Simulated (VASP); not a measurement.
# InP (F-43m) in VASP: a series of runs

One crystal, InP, is run at these levels: LDA; tasks: single point.

All numbers are computed with VASP 6.6.1; they aren't measurements. Logs are shortened: lines on timing, memory, paths and dates and some standing lists are left out, and cuts for length are marked.

### Step 1. The undisturbed crystal

It takes space group F-43m (No. 216, cubic). The conventional cell has a = 5.861 Å, b = 5.861 Å, c = 5.861 Å, α = 90.00°, β = 90.00°, γ = 90.00°. In (site symmetry -43m) is surrounded by 4 P at 2.54 Å. P (site symmetry -43m) is surrounded by 4 In at 2.54 Å.

### Step 2. Single point, LDA (grid = ENCUT=400 dk=1.6 cell=2x2x1 ISMEAR=0 SIGMA=0.05 LREAL=Auto EDIFF=1e-06)

INCAR

```
SYSTEM = InP
PREC = Accurate
ENCUT = 400
EDIFF = 1E-6
ISMEAR = 0
SIGMA = 0.05
LREAL = Auto
LASPH = .True.
NELM = 120
ALGO = Fast
ISIF = 2
LWAVE = .False.
LCHARG = .False.
NBANDS = 44
```

KPOINTS

```
Automatic mesh
0
Gamma
  2 2 2
  0 0 0
```

POSCAR

```
InP
1.0
    0.0000000000      5.8610000000      5.8610000000
    5.8610000000      0.0000000000      5.8610000000
    2.9305000000      2.9305000000      0.0000000000
P In
4 4
Direct
    0.0000000000      0.0000000000      0.0000000000
    0.3750000000      0.3750000000      0.7500000000
    0.8750000000      0.3750000000      0.7500000000
    0.8750000000      0.8750000000      0.7500000000
    0.0000000000      0.5000000000      0.0000000000
    0.5000000000      0.0000000000      0.0000000000
    0.5000000000      0.5000000000      0.0000000000
    0.3750000000      0.8750000000      0.7500000000
```

Potentials or basis: VASP PAW LDA potentials, release 64 (P, In_d).

On the command line:

```bash
cat potpaw_LDA.64/P/POTCAR potpaw_LDA.64/In_d/POTCAR > POTCAR
mpirun -np 1 vasp_std > vasp.out
```

OUTCAR:

```text
SYSTEM = InP
   PREC = Accurate
   ENCUT = 400
   EDIFF = 1E-6
   ISMEAR = 0
   LREAL = Auto
   LASPH = .True.
   NELM = 120
   ISIF = 2

 Found      8 irreducible k-points:

 Following reciprocal coordinates:
            Coordinates               Weight
  0.000000  0.000000  0.000000      1.000000
  0.500000  0.000000  0.000000      1.000000
  0.000000  0.500000  0.000000      1.000000
  0.500000  0.500000  0.000000      1.000000
  0.000000  0.000000  0.500000      1.000000
  0.500000  0.000000  0.500000      1.000000
   k-points           NKPTS =      8   k-points in BZ     NKDIM =      8   number of bands    NBANDS=     44
   number of dos      NEDOS =    301   number of ions     NIONS =      8
   total plane-waves  NPLWV =  81648
   dimension x,y,z NGX =    54 NGY =   54 NGZ =   28
   dimension x,y,z NGXF=   108 NGYF=  108 NGZF=   56
   ions per type =               4   4
   NGX,Y,Z   is equivalent  to a cutoff of  10.83, 10.83, 11.23 a.u.
   NGXF,Y,Z  is equivalent  to a cutoff of  21.66, 21.66, 22.46 a.u.
 SYSTEM =  InP
   PREC   = accura    normal or accurate (medium, high low for compatibility)
   ISTART =      0    job   : 0-new  1-cont  2-samecut
   ICHARG =      2    charge: 1-file 2-atom 10-const
   ISPIN  =      1    spin polarized calculation?
   LNONCOLLINEAR =      F non collinear calculations
   LSORBIT =      F    spin-orbit coupling
   LASPH  =      T    aspherical Exc in radial PAW
   ENCUT  =  400.0 eV  29.40 Ry    5.42 a.u.  13.52 13.52  6.76*2*pi/ulx,y,z
   NELM   =    120;   NELMIN=  2; NELMDL= -5     # of ELM steps
   EDIFF  = 0.1E-05   stopping-criterion for ELM
   LREAL  =      T    real-space projection
   EDIFFG = 0.1E-04   stopping-criterion for IOM
   NSW    =      0    number of steps for IOM
   IBRION =     -1    ionic relax: 0-MD 1-quasi-New 2-CG
   NFREE  =      0    steps in history (QN), initial steepest desc. (CG)
   ISIF   =      2    stress and relaxation
   ISYM   =      2    0-nonsym 1-usesym 2-fastsym
   POTIM  = 0.5000    time-step for ionic-motion
   TEBEG  =    0.0;   TEEND  =   0.0 temperature during run
   PSTRESS=    0.0 pullay stress
   NELECT =      72.0000    total number of electrons
   NUPDOWN=      -1.0000    fix difference up-down
   EMIN   =  10.00;   EMAX   =-10.00  energy-range for DOS
   EFERMI =   0.00;   METHOD = LEGACY
   ISMEAR =     0;   SIGMA  =   0.05  broadening in eV -4-tet -1-fermi 0-gaus
   EFERMI_NEDOS =   21; number of points for ismear=-14 and -15
   IALGO  =     68    algorithm
   IMIX   =      4    mixing-type and parameters
     AMIX     =   0.40;   BMIX     =  1.00
     AMIX_MAG =   1.60;   BMIX_MAG =  1.00
  volume/ion in A,a.u.               =      25.17       169.83
  Fermi-wavevector in a.u.,A,eV,Ry     =   1.162021  2.195901 18.371846  1.350293
  Thomas-Fermi vector in A             =   2.298587
   LORBIT       =      0    0 simple, 1 ext, 2 COOP (PROOUT), +10 PAW based schemes
   GGA     = CA    functional components
   LHFCALC =     F    Hartree Fock is set to
   AEXX    =    0.0000 exact exchange contribution
   IVDW    =     0    specifies the selected vdW correction
   LEPSILON=     F    determine dielectric tensor
   LRPA    =     F    only Hartree local field effects (RPA)
 non-spin polarized calculation
 RMM-DIIS sequential band-by-band and
 Gauss-broadening in eV      SIGMA  =   0.05
  energy-cutoff  :      400.00
  volume of cell :      201.33
 maximum number of plane-waves:      3699
   NGX = 27   NGY = 27   NGZ = 13

 number of electron      72.0000018 magnetization

 Free energy of the ion-electron system (eV)
  ---------------------------------------------------
  ext. energy  EPLUGINS =         0.00000000
  ---------------------------------------------------
  free energy    TOTEN  =       -35.03468783 eV

  energy without entropy =      -35.03465145  energy(sigma->0) =      -35.03466964

 E-fermi :   5.7095     XC(G=0):  -9.6264

 val. band max:        5.5946737398   @ k =   0.5000   0.0000   0.0000
 cond. band min:       5.8248854119   @ k =   0.5000   0.0000   0.5000
 fundamental gap:      0.2302116721
 Fermi energy:         5.7095225460

 k-point     1 :       0.0000    0.0000    0.0000
  band No.  band energies     occupation
      1     -10.1951      2.00000
      2      -9.9606      2.00000
      3      -9.8447      2.00000
      4      -9.7251      2.00000
      5      -9.7085      2.00000
      6      -9.4622      2.00000
[... 36 lines left out ...]
     43       8.2512      0.00000
     44       9.1091      0.00000

 k-point     2 :       0.5000    0.0000    0.0000
  band No.  band energies     occupation
      1     -10.1950      2.00000
      2      -9.9600      2.00000
      3      -9.8441      2.00000
      4      -9.7251      2.00000
      5      -9.7117      2.00000
      6      -9.4509      2.00000
[... 36 lines left out ...]
     43       9.3723      0.00000
     44       9.7003      0.00000

 k-point     3 :       0.0000    0.5000    0.0000
  band No.  band energies     occupation
      1     -10.1966      2.00000
      2      -9.9657      2.00000
      3      -9.8398      2.00000
      4      -9.7190      2.00000
      5      -9.7013      2.00000
      6      -9.4612      2.00000
[... 36 lines left out ...]
     43       9.2496      0.00000
     44       9.7942      0.00000

 k-point     4 :       0.5000    0.5000    0.0000
  band No.  band energies     occupation
      1     -10.1965      2.00000
      2      -9.9655      2.00000
      3      -9.8396      2.00000
      4      -9.7193      2.00000
      5      -9.7046      2.00000
      6      -9.4578      2.00000
[... 36 lines left out ...]
     43       9.1543      0.00000
     44       9.8740      0.00000

 k-point     5 :       0.0000    0.0000    0.5000
  band No.  band energies     occupation
      1     -10.1499      2.00000
      2     -10.1076      2.00000
      3      -9.8161      2.00000
      4      -9.7388      2.00000
      5      -9.4658      2.00000
      6      -9.3529      2.00000
[... 36 lines left out ...]
     43       8.4641      0.00000
     44       9.1174      0.00000

 k-point     6 :       0.5000    0.0000    0.5000
  band No.  band energies     occupation
      1     -10.1506      2.00000
      2     -10.1083      2.00000
      3      -9.8185      2.00000
      4      -9.7399      2.00000
      5      -9.4683      2.00000
      6      -9.3489      2.00000
[... 36 lines left out ...]
     43       9.5287      0.00000
     44       9.8498      0.00000

 [... further k-points ...]

------------------------ aborting loop because EDIFF is reached ----------------------------------------

  FORCE on cell =-STRESS in cart. coord.  units (eV):
  Direction    XX          YY          ZZ          XY          YZ          ZX
  --------------------------------------------------------------------------------------
  -------------------------------------------------------------------------------------
  Total        2.2192125      2.2192125      1.3795785      0.4944412     -0.6909769      0.6909770
  in kB       17.6601470     17.6601470     10.9784707      3.9346859     -5.4986865      5.4986868
  external PRESSURE =      15.4329215 kB  Pullay stress =       0.0000000 kB

 VOLUME and BASIS-vectors are now :
 -----------------------------------------------------------------------------
  energy-cutoff  :      400.00
  volume of cell :      201.33
      direct lattice vectors                 reciprocal lattice vectors
     0.000000000  5.861000000  5.861000000    -0.085309674  0.085309674  0.085309674
     5.861000000  0.000000000  5.861000000     0.085309674 -0.085309674  0.085309674
     2.930500000  2.930500000  0.000000000     0.170619348  0.170619348 -0.170619348

 POSITION                                       TOTAL-FORCE (eV/Angst)
 -----------------------------------------------------------------------------------
      0.00000      0.00000      0.00000         0.824872     -0.824872     -2.135825
      4.39575      4.39575      4.39575        -0.170563      0.170563     -0.226869
      4.39575      7.32625      7.32625        -0.638174      0.638174     -0.898753
      7.32625      7.32625     10.25675        -0.071880      0.071880      2.710023
      2.93050      0.00000      2.93050        -0.167057      0.167057      0.332036
      0.00000      2.93050      2.93050         0.247554     -0.247554      2.787069
      2.93050      2.93050      5.86100        -0.871086      0.871086     -1.050778
      7.32625      4.39575      7.32625         0.846332     -0.846332     -1.516904
 -----------------------------------------------------------------------------------
    total drift:                               -0.000208      0.000236     -0.003489

  FREE ENERGIE OF THE ION-ELECTRON SYSTEM (eV)
  ---------------------------------------------------
  free  energy   TOTEN  =       -35.0346878313 eV

  energy  without entropy=      -35.0346514502  energy(sigma->0) =      -35.03466964
```

Wall time 95 s (1 thread of Intel Xeon Platinum 8488C (Sapphire Rapids), shared host); peak memory 0.22 GiB.

The run converged, but some of its settings lie outside the range that counts as converged, so its numbers aren't taken as properties of the crystal.

What came out:

```yaml
Free_energy: -35.0347 eV
Pressure: 1.5 GPa
Largest_force: 2.809 eV/Å
Band_gap_on_the_k_mesh: none (metal or under the smearing width)
```

Caveat: the k mesh is coarse (spacing up to 0.93 Å⁻¹), so the values aren't converged.

### Step 3. Single point, LDA (grid = ENCUT=400 dk=0.9 cell=2x2x1 ISMEAR=0 SIGMA=0.05 LREAL=Auto EDIFF=1e-06)

INCAR is that of step 2.

KPOINTS

```
Automatic mesh
0
Gamma
  3 3 3
  0 0 0
```

POSCAR is that of step 2.

Potentials or basis: VASP PAW LDA potentials, release 64 (P, In_d).

On the command line:

```bash
cat potpaw_LDA.64/P/POTCAR potpaw_LDA.64/In_d/POTCAR > POTCAR
mpirun -np 1 vasp_std > vasp.out
```

OUTCAR:

```text
SYSTEM = InP
   PREC = Accurate
   ENCUT = 400
   EDIFF = 1E-6
   ISMEAR = 0
   LREAL = Auto
   LASPH = .True.
   NELM = 120
   ISIF = 2

 Found     10 irreducible k-points:

 Following reciprocal coordinates:
            Coordinates               Weight
  0.000000  0.000000  0.000000      1.000000
  0.333333  0.000000  0.000000      2.000000
  0.000000 -0.333333  0.000000      2.000000
  0.333333  0.333333  0.000000      2.000000
 -0.333333  0.333333  0.000000      2.000000
  0.000000  0.000000  0.333333      4.000000
   k-points           NKPTS =     10   k-points in BZ     NKDIM =     10   number of bands    NBANDS=     44
   number of dos      NEDOS =    301   number of ions     NIONS =      8
   total plane-waves  NPLWV =  81648
   dimension x,y,z NGX =    54 NGY =   54 NGZ =   28
   dimension x,y,z NGXF=   108 NGYF=  108 NGZF=   56
   ions per type =               4   4
   NGX,Y,Z   is equivalent  to a cutoff of  10.83, 10.83, 11.23 a.u.
   NGXF,Y,Z  is equivalent  to a cutoff of  21.66, 21.66, 22.46 a.u.
 SYSTEM =  InP
   PREC   = accura    normal or accurate (medium, high low for compatibility)
   ISTART =      0    job   : 0-new  1-cont  2-samecut
   ICHARG =      2    charge: 1-file 2-atom 10-const
   ISPIN  =      1    spin polarized calculation?
   LNONCOLLINEAR =      F non collinear calculations
   LSORBIT =      F    spin-orbit coupling
   LASPH  =      T    aspherical Exc in radial PAW
   ENCUT  =  400.0 eV  29.40 Ry    5.42 a.u.  13.52 13.52  6.76*2*pi/ulx,y,z
   NELM   =    120;   NELMIN=  2; NELMDL= -5     # of ELM steps
   EDIFF  = 0.1E-05   stopping-criterion for ELM
   LREAL  =      T    real-space projection
   EDIFFG = 0.1E-04   stopping-criterion for IOM
   NSW    =      0    number of steps for IOM
   IBRION =     -1    ionic relax: 0-MD 1-quasi-New 2-CG
   NFREE  =      0    steps in history (QN), initial steepest desc. (CG)
   ISIF   =      2    stress and relaxation
   ISYM   =      2    0-nonsym 1-usesym 2-fastsym
   POTIM  = 0.5000    time-step for ionic-motion
   TEBEG  =    0.0;   TEEND  =   0.0 temperature during run
   PSTRESS=    0.0 pullay stress
   NELECT =      72.0000    total number of electrons
   NUPDOWN=      -1.0000    fix difference up-down
   EMIN   =  10.00;   EMAX   =-10.00  energy-range for DOS
[... 15 lines left out ...]
   LEPSILON=     F    determine dielectric tensor
   LRPA    =     F    only Hartree local field effects (RPA)
 non-spin polarized calculation
 RMM-DIIS sequential band-by-band and
 Gauss-broadening in eV      SIGMA  =   0.05
  energy-cutoff  :      400.00
  volume of cell :      201.33
 maximum number of plane-waves:      3699
 NGX is ok and might be reduce to    54
   NGX = 27   NGY = 27   NGZ = 13

 number of electron      72.0000018 magnetization

 Free energy of the ion-electron system (eV)
  ---------------------------------------------------
  ext. energy  EPLUGINS =         0.00000000
  ---------------------------------------------------
  free energy    TOTEN  =       -35.58762256 eV

  energy without entropy =      -35.58428789  energy(sigma->0) =      -35.58595522

 E-fermi :   5.4003     XC(G=0):  -9.6375

 val. band max:        5.3764087797   @ k =   0.0000   0.0000   0.3333
 cond. band min:       5.5631323138   @ k =  -0.3333   0.0000   0.3333
 fundamental gap:      0.1867235341
 Fermi energy:         5.4002755851

 k-point     1 :       0.0000    0.0000    0.0000
  band No.  band energies     occupation
      1      -9.7720      2.00000
      2      -9.6301      2.00000
      3      -9.4815      2.00000
      4      -9.4212      2.00000
      5      -9.3816      2.00000
      6      -9.3697      2.00000
[... 271 lines left out ...]
     43       8.5408      0.00000
     44       9.3562      0.00000

 [... further k-points ...]

------------------------ aborting loop because EDIFF is reached ----------------------------------------

  FORCE on cell =-STRESS in cart. coord.  units (eV):
  Direction    XX          YY          ZZ          XY          YZ          ZX
  --------------------------------------------------------------------------------------
  -------------------------------------------------------------------------------------
  Total        1.2474843      1.2474843      1.2070328     -0.0561834     -0.4229092      0.4229092
  in kB        9.9272854      9.9272854      9.6053789     -0.4470985     -3.3654453      3.3654451
  external PRESSURE =       9.8199833 kB  Pullay stress =       0.0000000 kB

 VOLUME and BASIS-vectors are now :
 -----------------------------------------------------------------------------
  energy-cutoff  :      400.00
  volume of cell :      201.33
      direct lattice vectors                 reciprocal lattice vectors
     0.000000000  5.861000000  5.861000000    -0.085309674  0.085309674  0.085309674
     5.861000000  0.000000000  5.861000000     0.085309674 -0.085309674  0.085309674
     2.930500000  2.930500000  0.000000000     0.170619348  0.170619348 -0.170619348

 POSITION                                       TOTAL-FORCE (eV/Angst)
 -----------------------------------------------------------------------------------
      0.00000      0.00000      0.00000         0.638489     -0.638489     -1.106797
      4.39575      4.39575      4.39575        -0.178062      0.178062     -0.027701
      4.39575      7.32625      7.32625        -0.621412      0.621412     -1.033834
      7.32625      7.32625     10.25675         0.157254     -0.157254      2.010314
      2.93050      0.00000      2.93050        -0.376524      0.376524      0.263203
      0.00000      2.93050      2.93050         0.313465     -0.313465      2.044729
      2.93050      2.93050      5.86100        -0.718142      0.718142     -1.177492
      7.32625      4.39575      7.32625         0.784932     -0.784932     -0.972421
 -----------------------------------------------------------------------------------
    total drift:                                0.000067     -0.000042     -0.003357

  FREE ENERGIE OF THE ION-ELECTRON SYSTEM (eV)
  ---------------------------------------------------
  free  energy   TOTEN  =       -35.5876225618 eV

  energy  without entropy=      -35.5842878863  energy(sigma->0) =      -35.58595522
```

stdout:

```text
POSCAR found type information on POSCAR P In
 POSCAR found :  2 types and       8 ions
 scaLAPACK will be used
 -----------------------------------------------------------------------------
|                                                                             |
|                                                                             |
|     You have a (more or less) 'small supercell' and for smaller cells       |
|     it is recommended to use the reciprocal-space projection scheme!        |
|     The real-space optimization is not efficient for small cells and it     |
|     is also less accurate ...                                               |
|     Therefore, set LREAL=.FALSE. in the INCAR file.                         |
|                                                                             |
 -----------------------------------------------------------------------------

 LDA part: xc-table for (Slater(with rela. corr.)+CA(PZ))
 , standard interpolation
 POSCAR, INCAR and KPOINTS ok, starting setup
 FFT: planning ... GRIDC
 FFT: planning ... GRID_SOFT
 FFT: planning ... GRID
 WAVECAR not read
 entering main loop
```

Wall time 1.8 min (1 thread of Intel Xeon Platinum 8488C (Sapphire Rapids), shared host); peak memory 0.22 GiB.

The run converged, but some of its settings lie outside the range that counts as converged, so its numbers aren't taken as properties of the crystal.

Results:

```yaml
Free_energy: -35.5876 eV
Pressure: 1.0 GPa
Largest_force: 2.092 eV/Å
Band_gap_on_the_k_mesh: none (metal or under the smearing width)
```

Caveat: the k mesh is coarse (spacing up to 0.62 Å⁻¹), so the values aren't converged.

### Step 4. Single point, LDA (grid = ENCUT=400 dk=0.6 cell=2x2x1 ISMEAR=0 SIGMA=0.05 LREAL=Auto EDIFF=1e-06)

INCAR is that of step 3.

KPOINTS

```
Automatic mesh
0
Gamma
  4 4 4
  0 0 0
```

POSCAR is that of step 3.

On the command line:

```bash
cat potpaw_LDA.64/P/POTCAR potpaw_LDA.64/In_d/POTCAR > POTCAR
mpirun -np 1 vasp_std > vasp.out
```

It took 5.4 min on 1 thread of Intel Xeon Platinum 8488C (Sapphire Rapids), shared host; peak memory 0.27 GiB.

These settings aren't checked as converged: the numbers below hold their error.

What came out:

```yaml
Free_energy: -35.4865 eV
Pressure: 1.0 GPa
Largest_force: 2.002 eV/Å
Band_gap_on_the_k_mesh: none (metal or under the smearing width)
```

Caveat: the k mesh is coarse (spacing up to 0.46 Å⁻¹), so the values aren't converged.

[end of part 1 of 2]
